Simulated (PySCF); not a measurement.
# doublet [C2H2Cl2]− at 6 levels

Aim: a comparison of 6 runs (U-wB97X/def2-SVPD, UBHLYP/def2-SVPD, UBLYP/def2-SVPD, UCAM-B3LYP/def2-SVPD, UM06-L/def2-SVPD, UPBE/def2-SVPD) of doublet [C2H2Cl2]−. The job is set up through a Python script.

The results are computed with PySCF 2.14.0.

### 1 The structure to begin with

[C2H2Cl2]− has 6 atoms, charge -1, and is taken as a doublet. As SMILES of the parent species, `Cl/C=C/Cl`. The shape is that of a PBE0-D4/def2-TZVP optimisation. That shape belongs to the parent species and isn't relaxed for this state.

Bond lengths: Cl1–C2 1.714 Å, C2–C3 1.322 Å, C3–Cl4 1.714 Å, C2–H5 1.082 Å, C3–H6 1.082 Å. Angles: Cl1–C2–C3 121.7°, C2–C3–Cl4 121.7°, Cl1–C2–H5 114.9°, C3–C2–H5 123.4°, C2–C3–H6 123.4°, Cl4–C3–H6 114.9°.

### 2 The energy at U-wB97X/def2-SVPD (run 1)

Input file geometry.xyz:

```xyz
6

Cl     1.726250    -0.267740     1.230110
C      0.613530    -0.235150    -0.073010
C     -0.613540     0.235140     0.072990
Cl    -1.726280     0.267740    -1.230080
H      0.994090    -0.624970    -1.007430
H     -0.994050     0.624960     1.007430
```

Input file calc.py:

```python
from pyscf import gto, dft

system = gto.Mole()
system.atom = 'geometry.xyz'
system.spin = 1
system.max_memory = 1860
system.basis = 'def2-svpd'
system.charge = -1
system.verbose = 3
system.build()

ks = dft.UKS(system)
ks.xc = 'wb97x'
ks.conv_tol = 1e-10
ks.grids.level = 5
ks.kernel()
if not ks.converged:
    ks = ks.newton().run(ks.mo_coeff, ks.mo_occ)

e_final = ks.e_tot
print(f'total energy: {e_final:.8f} hartree')
```

On the command line:

```bash
$ OMP_NUM_THREADS=1 python calc.py
```

Standard output:

```text
WARN: HOMO -0.00705059389194007 >= LUMO -0.00705059389194185

converged SCF energy = -997.384697393687  <S^2> = 0.754945  2S+1 = 2.0049389
total energy: -997.38469739 hartree
```

Wall time 57 s (1 thread of Arm Neoverse V1, shared host); peak memory 0.61 GiB.

### 3 A single-point energy at UBHLYP/def2-SVPD (run 2)

Input file input.xyz:

```xyz
6
C2H2Cl2
Cl     1.726250    -0.267740     1.230110
C      0.613530    -0.235150    -0.073010
C     -0.613540     0.235140     0.072990
Cl    -1.726280     0.267740    -1.230080
H      0.994090    -0.624970    -1.007430
H     -0.994050     0.624960     1.007430
```

Input file job.py:

```python
from pyscf import gto, dft

mol = gto.M(
    atom='input.xyz',
    spin=1,
    charge=-1,
    max_memory=1860,
    basis='def2-svpd',
    verbose=4,
)

mf = dft.UKS(mol, xc='bhandhlyp')
mf.grids.level = 5
mf.conv_tol = 1e-10
mf.kernel()
if not mf.converged:
    mf = mf.newton().run(mf.mo_coeff, mf.mo_occ)

etot = mf.e_tot
print('E = %.10f Eh' % etot)
```

On the command line:

```bash
$ OMP_NUM_THREADS=1 python job.py
```

Standard output:

```text
PySCF version 2.14.0

[... 55 lines left out ...]
WARN: HOMO -0.028558808773878 >= LUMO -0.0285588087738784
[... 46 lines left out ...]
converged SCF energy = -997.353322489947  <S^2> = 0.75670556  2S+1 = 2.0066944
E = -997.3533224899 Eh
```

It took 46 s on 1 thread of Arm Neoverse V1, shared host; peak memory 0.61 GiB.

Runs 3 to 5 aren't shown in full; the table further down has their settings and results.

### 4 A single-point energy at UPBE/def2-SVPD (run 6)

Input file start.xyz:

```xyz
6

Cl     1.726250    -0.267740     1.230110
C      0.613530    -0.235150    -0.073010
C     -0.613540     0.235140     0.072990
Cl    -1.726280     0.267740    -1.230080
H      0.994090    -0.624970    -1.007430
H     -0.994050     0.624960     1.007430
```

Input file job.py:

```python
from pyscf import gto, dft

mol = gto.M(
    atom='start.xyz',
    verbose=3,
    max_memory=1860,
    charge=-1,
    basis='def2-svpd',
    spin=1,
)

mf = dft.UKS(mol)
mf.xc = 'pbe'
mf.conv_tol = 1e-10
mf.grids.level = 5
mf.kernel()
if not mf.converged:
    mf = mf.newton().run(mf.mo_coeff, mf.mo_occ)

e_tot = mf.e_tot
print('E(%s) = %.9f' % ('PBE', e_tot))
```

On the command line:

```bash
$ OMP_NUM_THREADS=1 python job.py
```

Standard output:

```text
WARN: HOMO -0.0900183241399075 >= LUMO -0.0900183241399084

converged SCF energy = -996.936381176842  <S^2> = 0.75195619  2S+1 = 2.0019552
E(PBE) = -996.936381177
```

Run time: 2.5 min. Hardware: 1 thread of Arm Neoverse V1, shared host; peak memory 0.61 GiB.

### 5 Overview of the runs

```tsv
run	level	energy (Eh)	HOMO energy (eV)	LUMO energy (eV)	⟨S²⟩	wall time
1	U-wB97X/def2-SVPD	-997.384697	1.09	6.51	0.755	57 s
2	UBHLYP/def2-SVPD	-997.353322	2.28	5.21	0.757	46 s
3	UBLYP/def2-SVPD	-997.366262	3.41	3.49	0.752	2.8 min
4	UCAM-B3LYP/def2-SVPD	-997.389981	1.97	5.35	0.754	55 s
5	UM06-L/def2-SVPD	-997.394001	4.31	4.68	0.755	97 s
6	UPBE/def2-SVPD	-996.936381	3.34	3.42	0.752	2.5 min
```

### 6 Outcome

```
                                 quantity          value
                      run 6: total energy  -996.93638 Eh
run 6: HOMO energy (highest over α and β)        3.34 eV
 run 6: LUMO energy (lowest over α and β)        3.42 eV
                              run 6: ⟨S²⟩          0.752
```

Totals of different functionals can't be ranked against each other. In runs 1, 2, 3, 4, 5, 6 the HOMO lies above zero, so the outermost electron may be held by the basis alone. All runs together took 9.5 min, the longest 2.8 min.
